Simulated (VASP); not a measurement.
# TiS2 (P-3m1) in VASP: settings compared

Aim: see how the results for TiS2 move with the level of theory and the settings. Levels: r2SCANh, B3LYP. Tasks: single point.

Everything below comes from runs of VASP 6.6.1. Logs are shortened: lines on timing, memory, paths and dates and some standing lists are left out, and cuts for length are marked.

## (1) Starting point

It takes space group P-3m1 (No. 164, trigonal). The conventional cell has a = 3.412 Å, b = 3.412 Å, c = 5.695 Å, α = 90.00°, β = 90.00°, γ = 120.00°. Ti (site symmetry -3m) has 6 S at 2.43 Å as nearest neighbours. Around S (site symmetry 3m) lie 3 Ti at 2.43 Å.

## (2) Single point, r2SCANh

Input file POSCAR:

```
TiS2
1.0
    3.4120000000      0.0000000000      0.0000000000
   -1.7060000000      2.9548786800      0.0000000000
    0.0000000000      0.0000000000      5.6950000000
Ti S
1 2
Direct
    0.0000000000      0.0000000000      0.0000000000
    0.3333333333      0.6666666667      0.2500000000
    0.6666666667      0.3333333333      0.7500000000
```

Input file INCAR.step1:

```
PREC = Accurate ; ENCUT = 520
EDIFF = 1E-5 ; ISMEAR = 0
SIGMA = 0.01 ; LREAL = F
LASPH = T ; NELM = 100
ALGO = Normal ; ISIF = 2
LWAVE = T ; LCHARG = F
GGA = PE ; NBANDS = 19
```

Input file INCAR.step2:

```
PREC = Accurate ; ENCUT = 520
EDIFF = 1E-6 ; ISMEAR = 0
SIGMA = 0.01 ; LREAL = F
LASPH = T ; NELM = 100
ALGO = Normal ; ISIF = 2
LWAVE = F ; LCHARG = F
METAGGA = R2SCAN ; LHFCALC = T
AEXX = 0.1 ; LMIXTAU = T
PRECFOCK = Normal ; HFRCUT = -1
ISTART = 1 ; NBANDS = 19
```

Input file KPOINTS:

```
Automatic mesh
0
Gamma
  5 5 3
```

Potentials or basis: VASP PAW PBE potentials, release 64 (Ti_sv, S).

Command:

```bash
$ cat potpaw_PBE.64/Ti_sv/POTCAR potpaw_PBE.64/S/POTCAR > POTCAR
$ cp INCAR.step1 INCAR
$ mpirun -np 1 vasp_std > vasp.out
$ cp INCAR.step2 INCAR
$ mpirun -np 1 vasp_std > vasp.out
```

OUTCAR:

```text
PREC = Accurate
   ENCUT = 520
   EDIFF = 1E-6
   ISMEAR = 0
   LREAL = F
   LASPH = T
   NELM = 100
   ISIF = 2
   METAGGA = R2SCAN
   LHFCALC = T
   AEXX = 0.1
   PRECFOCK = Normal
   ISTART = 1

 ion  position               nearest neighbor table
   1  0.000  0.000  0.000-   2 2.43   3 2.43   3 2.43   2 2.43   3 2.43   2 2.43
   2  0.333  0.667  0.250-   1 2.43   1 2.43   1 2.43
   3  0.667  0.333  0.750-   1 2.43   1 2.43   1 2.43

  LATTYP: Found a hexagonal cell.
 ALAT       =     3.4120000000
 C/A-ratio  =     1.6691090270

  Lattice vectors:

 A1 = (   3.4120000000,   0.0000000000,   0.0000000000)
 A2 = (  -1.7060000000,   2.9548786800,   0.0000000000)
 A3 = (   0.0000000000,   0.0000000000,   5.6950000000)

Analysis of symmetry for initial positions (statically):
=====================================================================
 Subroutine PRICEL returns:
 Original cell was already a primitive cell.

 Routine SETGRP: Setting up the symmetry group for a
 hexagonal supercell.

 Subroutine GETGRP returns: Found 12 space group operations
 (whereof 12 operations were pure point group operations)
 out of a pool of 24 trial point group operations.

The static configuration has the point symmetry D_3d.

Analysis of symmetry for dynamics (positions and initial velocities):
=====================================================================
 Subroutine PRICEL returns:
 Original cell was already a primitive cell.

 Routine SETGRP: Setting up the symmetry group for a
 hexagonal supercell.

 Subroutine GETGRP returns: Found 12 space group operations
 (whereof 12 operations were pure point group operations)
 out of a pool of 24 trial point group operations.

The dynamic configuration has the point symmetry D_3d.

 Subroutine INISYM returns: Found 12 space group operations
 (whereof 12 operations are pure point group operations),
 and found     1 'primitive' translations

----------------------------------------------------------------------------------------

                                     Primitive cell

  volume of cell :      57.4173

  direct lattice vectors                    reciprocal lattice vectors
     3.412000000  0.000000000  0.000000000     0.293083236  0.169211685  0.000000000
    -1.706000000  2.954878680  0.000000000     0.000000000  0.338423370  0.000000000
     0.000000000  0.000000000  5.695000000     0.000000000  0.000000000  0.175592625

  length of vectors
     3.412000000  3.412000002  5.695000000     0.338423370  0.338423370  0.175592625

  position of ions in fractional coordinates (direct lattice)
     0.000000000  0.000000000  0.000000000
     0.333333333  0.666666667  0.250000000
     0.666666667  0.333333333  0.750000000

  ion indices of the primitive-cell ions
   primitive index   ion index
                 1           1
                 2           2
                 3           3

----------------------------------------------------------------------------------------

 KPOINTS: Automatic mesh

Automatic generation of k-mesh.
 Grid dimensions read from file:
 generate k-points for:    5    5    3

 Generating k-lattice:

  Cartesian coordinates                     Fractional coordinates (reciprocal lattice)
     0.058616647  0.033842337  0.000000000     0.200000000 -0.000000000  0.000000000
     0.000000000  0.067684674  0.000000000     0.000000000  0.200000000  0.000000000
     0.000000000  0.000000000  0.058530875     0.000000000  0.000000000  0.333333333

  Length of vectors
     0.067684674  0.067684674  0.058530875

  Shift w.r.t. Gamma in fractional coordinates (k-lattice)
     0.000000000  0.000000000  0.000000000

 Subroutine IBZKPT returns following result:
 ===========================================

 Found     12 irreducible k-points:

 Following reciprocal coordinates:
            Coordinates               Weight
  0.000000  0.000000  0.000000      1.000000
  0.200000  0.000000  0.000000      6.000000
  0.400000  0.000000  0.000000      6.000000
  0.200000  0.200000  0.000000      6.000000
  0.400000  0.200000  0.000000      6.000000
  0.000000  0.000000  0.333333      2.000000
  0.200000  0.000000  0.333333      6.000000
  0.000000  0.200000  0.333333      6.000000
  0.400000  0.000000  0.333333      6.000000
  0.000000  0.400000  0.333333      6.000000
  0.200000  0.200000  0.333333     12.000000
  0.400000  0.200000  0.333333     12.000000
   k-points           NKPTS =     12   k-points in BZ     NKDIM =     75   number of bands    NBANDS=     19
   number of dos      NEDOS =    301   number of ions     NIONS =      3
   total plane-waves  NPLWV =  32928
   dimension x,y,z NGX =    28 NGY =   28 NGZ =   42
   dimension x,y,z NGXF=    56 NGYF=   56 NGZF=   84
   ions per type =               1   2
   NGX,Y,Z   is equivalent  to a cutoff of  13.64, 13.64, 12.26 a.u.
   NGXF,Y,Z  is equivalent  to a cutoff of  27.29, 27.29, 24.52 a.u.
 SYSTEM =  unknown system
   PREC   = accura    normal or accurate (medium, high low for compatibility)
   ISTART =      1    job   : 0-new  1-cont  2-samecut
   ICHARG =      0    charge: 1-file 2-atom 10-const
   ISPIN  =      1    spin polarized calculation?
   LNONCOLLINEAR =      F non collinear calculations
   LSORBIT =      F    spin-orbit coupling
   LASPH  =      T    aspherical Exc in radial PAW
   ENCUT  =  520.0 eV  38.22 Ry    6.18 a.u.   6.34  6.34 10.59*2*pi/ulx,y,z
   NELM   =    100;   NELMIN=  2; NELMDL=  0     # of ELM steps
   EDIFF  = 0.1E-05   stopping-criterion for ELM
   LREAL  =      F    real-space projection
   EDIFFG = 0.1E-04   stopping-criterion for IOM
   NSW    =      0    number of steps for IOM
   IBRION =     -1    ionic relax: 0-MD 1-quasi-New 2-CG
   NFREE  =      0    steps in history (QN), initial steepest desc. (CG)
   ISIF   =      2    stress and relaxation
   ISYM   =      3    0-nonsym 1-usesym 2-fastsym
   POTIM  = 0.5000    time-step for ionic-motion
   TEBEG  =    0.0;   TEEND  =   0.0 temperature during run
   PSTRESS=    0.0 pullay stress
   NELECT =      24.0000    total number of electrons
   NUPDOWN=      -1.0000    fix difference up-down
   EMIN   =  10.00;   EMAX   =-10.00  energy-range for DOS
   EFERMI =   0.00;   METHOD = LEGACY
   ISMEAR =     0;   SIGMA  =   0.01  broadening in eV -4-tet -1-fermi 0-gaus
   EFERMI_NEDOS =   21; number of points for ismear=-14 and -15
   IALGO  =     38    algorithm
   IMIX   =      1    mixing-type and parameters
     AMIX     =   0.40;   BMIX     =  1.00
     AMIX_MAG =   1.60;   BMIX_MAG =  1.00
  volume/ion in A,a.u.               =      19.14       129.16
  Fermi-wavevector in a.u.,A,eV,Ry     =   1.224046  2.313112 20.385458  1.498289
  Thomas-Fermi vector in A             =   2.359135
   LORBIT       =      0    0 simple, 1 ext, 2 COOP (PROOUT), +10 PAW based schemes
   METAGGA = R2SCAN    functional components
   LHFCALC =     T    Hartree Fock is set to
   PRECFOCK=normal    Normal, Fast or Accurate (Low or Medium for compatibility)
   ENCUT4O =  -1.0   cutoff for four orbital integrals eV
   NKREDX  =     1    reduce k-point grid by
   NKREDY  =     1    reduce k-point grid by
   NKREDZ  =     1    reduce k-point grid by
   AEXX    =    0.1000 exact exchange contribution
   HFSCREEN=    0.0000 screening length (either q_TF or 0.3 A-1)
   HFSCREENC=   0.0000 screening length for correlation (either q_TF or 0.3 A-1)
   ENCUTFOCK=  -1.0 apply spherical cutoff to Coloumb kernel
   IVDW    =     0    specifies the selected vdW correction
   LEPSILON=     F    determine dielectric tensor
   LRPA    =     F    only Hartree local field effects (RPA)
 non-spin polarized calculation
 Gauss-broadening in eV      SIGMA  =   0.01
  energy-cutoff  :      520.00
  volume of cell :       57.42
 maximum number of plane-waves:      1559
 NGX is ok and might be reduce to    28
  NGX = 20; NGY = 20; NGZ = 36

 number of electron      23.9999999 magnetization

 Free energy of the ion-electron system (eV)
  ---------------------------------------------------
  ext. energy  EPLUGINS =         0.00000000
  ---------------------------------------------------
  free energy    TOTEN  =       -34.59951282 eV

  energy without entropy =      -34.59951282  energy(sigma->0) =      -34.59951282

 E-fermi :   5.1388     XC(G=0):  -9.7220

 val. band max:        5.0795188967   @ k =   0.0000   0.0000   0.0000
 cond. band min:       5.7689599362   @ k =   0.0000   0.4000   0.3333
 fundamental gap:      0.6894410395
 Fermi energy:         5.1388204844

 k-point     1 :       0.0000    0.0000    0.0000
  band No.  band energies     occupation
      1     -56.7798      2.00000
      2     -31.4317      2.00000
      3     -31.3709      2.00000
      4     -31.3709      2.00000
      5      -9.8890      2.00000
      6      -8.0778      2.00000
[... 11 lines left out ...]
     18      12.2199      0.00000
     19      13.2507      0.00000

 k-point     2 :       0.2000    0.0000    0.0000
  band No.  band energies     occupation
      1     -56.7751      2.00000
      2     -31.4237      2.00000
      3     -31.4188      2.00000
      4     -31.3827      2.00000
      5      -9.4088      2.00000
      6      -7.9854      2.00000
[... 11 lines left out ...]
     18      13.7207      0.00000
     19      14.6321      0.00000

 k-point     3 :       0.4000    0.0000    0.0000
  band No.  band energies     occupation
      1     -56.7683      2.00000
      2     -31.4957      2.00000
      3     -31.4079      2.00000
      4     -31.4002      2.00000
      5      -8.3860      2.00000
      6      -7.9009      2.00000
[... 11 lines left out ...]
     18      13.1771      0.00000
     19      13.5594      0.00000

 k-point     4 :       0.2000    0.2000    0.0000
  band No.  band energies     occupation
      1     -56.7693      2.00000
      2     -31.4688      2.00000
      3     -31.4131      2.00000
      4     -31.4078      2.00000
      5      -8.6440      2.00000
      6      -7.8815      2.00000
[... 11 lines left out ...]
     18      13.9403      0.00000
     19      15.1211      0.00000

 k-point     5 :       0.4000    0.2000    0.0000
  band No.  band energies     occupation
      1     -56.7659      2.00000
      2     -31.4926      2.00000
      3     -31.4328      2.00000
      4     -31.4040      2.00000
      5      -7.9394      2.00000
      6      -7.9343      2.00000
[... 11 lines left out ...]
     18      12.9433      0.00000
     19      14.8163      0.00000

 k-point     6 :       0.0000    0.0000    0.3333
  band No.  band energies     occupation
      1     -56.7800      2.00000
      2     -31.4313      2.00000
      3     -31.3710      2.00000
      4     -31.3709      2.00000
      5      -9.6299      2.00000
      6      -8.5118      2.00000
[... 11 lines left out ...]
     18      12.5597      0.00000
     19      14.3776      0.00000

 k-point     7 :       0.2000    0.0000    0.3333
  band No.  band energies     occupation
      1     -56.7752      2.00000
      2     -31.4236      2.00000
      3     -31.4187      2.00000
      4     -31.3828      2.00000
      5      -9.1601      2.00000
      6      -8.3489      2.00000
[... 11 lines left out ...]
     18      14.2292      0.00000
     19      14.4077      0.00000

 k-point     8 :       0.0000    0.2000    0.3333
  band No.  band energies     occupation
      1     -56.7751      2.00000
      2     -31.4235      2.00000
      3     -31.4186      2.00000
      4     -31.3826      2.00000
      5      -9.1844      2.00000
      6      -8.3151      2.00000
[... 11 lines left out ...]
     18      13.5623      0.00000
     19      14.7330      0.00000

 k-point     9 :       0.4000    0.0000    0.3333
  band No.  band energies     occupation
      1     -56.7683      2.00000
      2     -31.4955      2.00000
      3     -31.4076      2.00000
      4     -31.4002      2.00000
      5      -8.1887      2.00000
      6      -8.1074      2.00000
[... 11 lines left out ...]
     18      12.0482      0.00000
     19      13.7155      0.00000

 k-point    10 :       0.0000    0.4000    0.3333
  band No.  band energies     occupation
      1     -56.7683      2.00000
      2     -31.4959      2.00000
      3     -31.4077      2.00000
      4     -31.4002      2.00000
      5      -8.3856      2.00000
      6      -7.8818      2.00000
[... 11 lines left out ...]
     18      12.2882      0.00000
     19      12.8898      0.00000

 k-point    11 :       0.2000    0.2000    0.3333
  band No.  band energies     occupation
      1     -56.7694      2.00000
      2     -31.4689      2.00000
      3     -31.4130      2.00000
      4     -31.4077      2.00000
      5      -8.4751      2.00000
      6      -8.0760      2.00000
[... 11 lines left out ...]
     18      14.0883      0.00000
     19      14.3944      0.00000

 k-point    12 :       0.4000    0.2000    0.3333
  band No.  band energies     occupation
      1     -56.7659      2.00000
      2     -31.4924      2.00000
      3     -31.4328      2.00000
      4     -31.4038      2.00000
      5      -8.0212      2.00000
      6      -7.8388      2.00000
[... 11 lines left out ...]
     18      13.0088      0.00000
     19      14.4541      0.00000

------------------------ aborting loop because EDIFF is reached ----------------------------------------

  FORCE on cell =-STRESS in cart. coord.  units (eV):
  Direction    XX          YY          ZZ          XY          YZ          ZX
  --------------------------------------------------------------------------------------
  -------------------------------------------------------------------------------------
  Total        0.0546725      0.0546725     -0.5298242      0.0000000      0.0000000      0.0000000
  in kB        1.5255871      1.5255871    -14.7842735      0.0000000      0.0000000      0.0000000
  external PRESSURE =      -3.9110331 kB  Pullay stress =       0.0000000 kB

 VOLUME and BASIS-vectors are now :
 -----------------------------------------------------------------------------
  energy-cutoff  :      520.00
  volume of cell :       57.42
      direct lattice vectors                 reciprocal lattice vectors
     3.412000000  0.000000000  0.000000000     0.293083236  0.169211685  0.000000000
    -1.706000000  2.954878680  0.000000000     0.000000000  0.338423370  0.000000000
     0.000000000  0.000000000  5.695000000     0.000000000  0.000000000  0.175592625

 POSITION                                       TOTAL-FORCE (eV/Angst)
 -----------------------------------------------------------------------------------
      0.00000      0.00000      0.00000        -0.000000      0.000000      0.000000
     -0.00000      1.96992      1.42375         0.000000      0.000000     -0.447655
      1.70600      0.98496      4.27125        -0.000000     -0.000000      0.447655
 -----------------------------------------------------------------------------------
    total drift:                               -0.000000      0.000000      0.000000

  FREE ENERGIE OF THE ION-ELECTRON SYSTEM (eV)
  ---------------------------------------------------
  free  energy   TOTEN  =       -34.5995128198 eV

  energy  without entropy=      -34.5995128198  energy(sigma->0) =      -34.59951282
```

Wall time 11 min (1 thread of Intel Xeon 6975P-C (Granite Rapids), shared host); peak memory 0.2 GiB.

Results:

```
Free energy            : -34.5995 eV
Pressure               : -0.4 GPa
Largest force          : 0.448 eV/Å
Band gap on the k mesh : 0.69 eV, indirect (least direct gap 1.14 eV)
```

Forces in eV/Å, atoms in the order of the input:
```
Ti   0.000  0.000  0.000
S    0.000  0.000 -0.448
S    0.000  0.000  0.448
```

Levels at points of the mesh, in eV from the valence-band top:
```
           k point  band 9  band 10  band 11  band 12  band 13  band 14  band 15  band 16
(0.00, 0.00, 0.00)   -3.20    -0.10     0.00     0.00     1.14     1.14     1.67     4.11
```

Caveat: the k mesh is coarse (spacing up to 0.43 Å⁻¹), so the values aren't converged, least of all with exact exchange; the PAW data sets were made with another functional, which shifts forces and pressure a little; an odd mesh through Γ misses points on the zone boundary, where band edges often lie.

## (3) Single point, B3LYP

POSCAR is that of step 2.

Changes to INCAR.step1 since step 2:

```diff
@@ -5,3 +5,3 @@
 ALGO = Normal ; ISIF = 2
-LWAVE = T ; LCHARG = F
-GGA = PE ; NBANDS = 19
+LWAVE = T ; GGA = PE
+NBANDS = 19
```

Input file INCAR.step2:

```
PREC = Accurate ; ENCUT = 520
EDIFF = 1E-6 ; ISMEAR = 0
SIGMA = 0.01 ; LREAL = F
LASPH = T ; NELM = 100
ALGO = Normal ; ISIF = 2
LWAVE = F ; LCHARG = T
GGA = B3 ; LHFCALC = T
AEXX = 0.2 ; AGGAX = 0.72
AGGAC = 0.81 ; ALDAC = 0.19
PRECFOCK = Normal ; HFRCUT = -1
LELF = T ; LVHAR = T
ISTART = 1 ; NBANDS = 19
```

Input file KPOINTS:

```
regular mesh
0
Gamma
  5 5 3
```

Potentials or basis: VASP PAW PBE potentials, release 64 (Ti_sv, S).

Command:

```bash
$ cat potpaw_PBE.64/Ti_sv/POTCAR potpaw_PBE.64/S/POTCAR > POTCAR
$ cp INCAR.step1 INCAR
$ mpirun -np 1 vasp_std > vasp.out
$ cp INCAR.step2 INCAR
$ mpirun -np 1 vasp_std > vasp.out
```

It took 9.3 min on 1 thread of Intel Xeon 6975P-C (Granite Rapids), shared host; peak memory 0.19 GiB.

The run converged. Its results:

| Item | Value |
| --- | --- |
| Free energy | -23.3080 eV |
| Pressure | 2.9 GPa |
| Largest force | 0.375 eV/Å |
| Band gap on the k mesh | 1.07 eV, indirect (least direct gap 1.50 eV) |

Forces in eV/Å, atoms in the order of the input:
```
Ti   0.000  0.000  0.000
S    0.000  0.000 -0.375
S    0.000  0.000  0.375
```

Stress tensor (GPa, compression positive):
```
3.57 0.00 0.00
0.00 3.57 0.00
0.00 0.00 1.42
```

Levels at points of the mesh, in eV from the valence-band top:
```tsv
k point	band 10	band 11	band 12	band 13	band 14	band 15
(0.00, 0.00, 0.00)	-0.11	0.00	0.00	1.50	1.50	2.06
```

Caveat: the k mesh is coarse (spacing up to 0.43 Å⁻¹), so the values aren't converged, least of all with exact exchange; the PAW data sets were made with another functional, which shifts forces and pressure a little; an odd mesh through Γ misses points on the zone boundary, where band edges often lie.
